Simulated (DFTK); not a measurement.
# V (Im-3m) in DFTK: reference runs

Reference runs on V: the cell as given.

Everything below comes from runs of DFTK 0.8.2. Logs are shortened: lines on timing, memory, paths and dates and some standing lists are left out, and cuts for length are marked.

## (1) The structure

Symmetry: Im-3m, No. 229, cubic system. Conventional cell: a = 3.029 Å, b = 3.029 Å, c = 3.029 Å, α = 90.00°, β = 90.00°, γ = 90.00°. V (site symmetry m-3m) is surrounded by 8 V at 2.62 Å.

## (2) Single point, PBE, collinear spin, ferromagnetic start

run.jl

```julia
using DFTK
using PseudoPotentialData
using Unitful, UnitfulAtomic
using LinearAlgebra, Printf
include("save.jl")
disable_threading()

# lattice vectors are the columns
lattice = austrip(1u"Å") * [      -1.51435        1.51435        1.51435;
                  1.51435       -1.51435        1.51435;
                  1.51435        1.51435       -1.51435]
symbols   = [:V]
positions = [[0.0, 0.0, 0.0]]
pseudopotentials = PseudoFamily("dojo.nc.sr.pbe.v0_4_1.standard.upf")
elements = Dict(s => ElementPsp(s, pseudopotentials) for s in unique(symbols))
atoms    = [elements[s] for s in symbols]
magnetic_moments = [2.0]

build_model(lattice, positions; symmetries=true) =
    model_DFT(lattice, atoms, positions;
              functionals=PBE(),
              magnetic_moments,
              spin_polarization=:collinear,
              temperature=austrip(0.05u"eV"),
              smearing=Smearing.FermiDirac(),
              symmetries)
Ecut  = 42.0  # hartree
kgrid = [12, 12, 12]
tol   = 1e-6
to_GPa = ustrip(uconvert(u"GPa", 1u"hartree/bohr^3"))

model = build_model(lattice, positions)
basis = PlaneWaveBasis(model; Ecut, kgrid)
display(basis)
scfres = self_consistent_field(basis;
                               tol,
                               ρ=guess_density(basis, magnetic_moments),
                               nbandsalg=AdaptiveBands(model; n_bands_converge=12))
display(scfres.energies)
@printf "Fermi level: %.6f eV\n" ustrip(auconvert(u"eV", something(scfres.εF, NaN)))
forces = compute_forces_cart(scfres)
println("Forces (eV/Å)")
for (s, f) in zip(symbols, forces)
    @printf "%-3s %12.6f %12.6f %12.6f\n" s ustrip.(auconvert.(u"eV/Å", f))...
end
stress = compute_stresses_cart(scfres)
println("Stress (GPa)")
display(round.(stress * to_GPa; digits=4))
@printf "Total moment: %.4f μB\n" sum(spin_density(scfres.ρ)) * scfres.basis.dvol
println("Levels at the first k-point (eV): ", round.(ustrip.(auconvert.(u"eV", scfres.eigenvalues[1][1:scfres.n_bands_converge])); digits=4))
save_scf!(scfres; forces, stress)
```

Potentials or basis: dojo.nc.sr.pbe.v0_4_1.standard.upf (PBE).

The run is started by

```
$ julia --threads=1 run.jl  # save.jl only writes the numbers to a file and isn't shown; printed stress counts tension as positive; times include loading and compiling
```

The log of the run:

```text
PlaneWaveBasis discretization:

    Ecut                 : 42.0 Ha
    fft_size             : (32, 32, 32), 32768 total points
    kgrid                : MonkhorstPack([12, 12, 12])
    num.   red. kpoints  : 1728
    num. irred. kpoints  : 72

    Discretized Model(gga_x_pbe+gga_c_pbe, 3D):
        lattice (in Bohr)    : [-2.86171  , 2.86171   , 2.86171   ]
                               [2.86171   , -2.86171  , 2.86171   ]
                               [2.86171   , 2.86171   , -2.86171  ]
        unit cell volume     : 93.742 Bohr³

        atoms                : V
        pseudopot. family    : PseudoFamily("dojo.nc.sr.pbe.v0_4_1.standard.upf")

        num. electrons       : 13
        spin polarization    : collinear
        temperature          : 0.0018375 Ha
        smearing             : DFTK.Smearing.FermiDirac()

        terms                : Kinetic()
                               AtomicLocal()
                               AtomicNonlocal()
                               Ewald(nothing)
                               PspCorrection()
                               Hartree()
                               Xc(gga_x_pbe, gga_c_pbe)
                               Entropy()
n     Energy            log10(ΔE)   log10(Δρ)   Magnet   |Magn|   Diag   Δtime
---   ---------------   ---------   ---------   ------   ------   ----   ------
  1   -73.77540417842                   -0.58    0.834    0.834    4.4    6.17s
  2   -73.79615541230       -1.68       -0.92    0.647    0.647    1.3    2.99s
  3   -73.80689911431       -1.97       -1.50    0.444    0.444    2.5    4.14s
  4   -73.80816524060       -2.90       -1.84    0.354    0.354    1.8    2.98s
  5   -73.80843551999       -3.57       -2.22    0.230    0.230    2.0    3.09s
  6   -73.80843824785       -5.56       -2.17    0.161    0.161    1.5    2.67s
  7   -73.80851699223       -4.10       -2.60    0.114    0.114    1.6    2.71s
  8   -73.80852663497       -5.02       -2.81    0.079    0.079    1.9    2.97s
  9   -73.80853145334       -5.32       -3.10    0.030    0.030    1.9    2.78s
 10   -73.80853256468       -5.95       -3.53    0.004    0.004    2.2    3.03s
 11   -73.80853270803       -6.84       -4.01    0.000    0.000    2.0    3.08s
 12   -73.80853272049       -7.90       -4.58    0.000    0.000    2.1    3.11s
 13   -73.80853272141       -9.04       -5.18    0.000    0.000    2.2    3.24s
 14   -73.80853272146      -10.27       -5.82    0.000    0.000    2.6    3.46s
 15   -73.80853272146   +  -12.20       -6.29    0.000    0.000    2.0    3.53s
Energy breakdown (in Ha):
    Kinetic             30.3833758
    AtomicLocal         -56.2285165
    AtomicNonlocal      0.6472093
    Ewald               -53.7293393
    PspCorrection       1.9162422
    Hartree             14.6380928
    Xc                  -11.4349441
    Entropy             -0.0006531

    total               -73.808532721458
Fermi level: 12.060155 eV
Forces (eV/Å)
V      -0.000000     0.000000    -0.000000
Stress (GPa)
3×3 StaticArraysCore.SMatrix{3, 3, Float64, 9} with indices SOneTo(3)×SOneTo(3):
 5.3396  0.0     0.0
 0.0     5.3396  0.0
 0.0     0.0     5.3396
Total moment: 0.0000 μB
Levels at the first k-point (eV): [-51.6932, -25.0389, -25.0389, -25.0389, 5.527, 12.4787, 12.4787, 12.4787, 14.4168, 14.4168, 32.3803, 32.3803]
```

Wall time 94 s (1 thread of AMD EPYC 9R14 (Zen 4), shared host); peak memory 1.8 GiB.

Results:

| Property | Result |
| --- | --- |
| Free energy | -2008.4325 eV |
| Pressure | -5.3 GPa |
| Band gap on the k mesh | none (metal or under the smearing width) |
| Net moment | 0.00 μB per cell |
| Absolute moment | 0.00 μB per cell |

Levels at points of the mesh, in eV from the Fermi level:
Spin up:
```tsv
k point	band 4	band 5	band 6	band 7	band 8	band 9
(0.00, 0.00, 0.00)	-37.10	-6.53	0.42	0.42	0.42	2.36
(-0.50, 0.00, 0.00)	-37.10	-3.08	-1.06	1.52	2.35	2.70
(-0.50, -0.50, -0.50)	-37.66	-2.86	-2.86	3.60	3.60	3.60
```
Spin down:
```tsv
k point	band 2	band 3	band 4	band 5	band 6	band 7	band 8	band 9	band 10	band 11
(0.00, 0.00, 0.00)	-37.10	-37.10	-37.10	-6.53	0.42	0.42	0.42	2.36	2.36	20.32
(-0.50, 0.00, 0.00)	-37.92	-37.36	-37.10	-3.08	-1.06	1.52	2.35	2.70	3.98	9.80
(-0.50, -0.50, -0.50)	-37.66	-37.66	-37.66	-2.86	-2.86	3.60	3.60	3.60	9.92	9.92
```
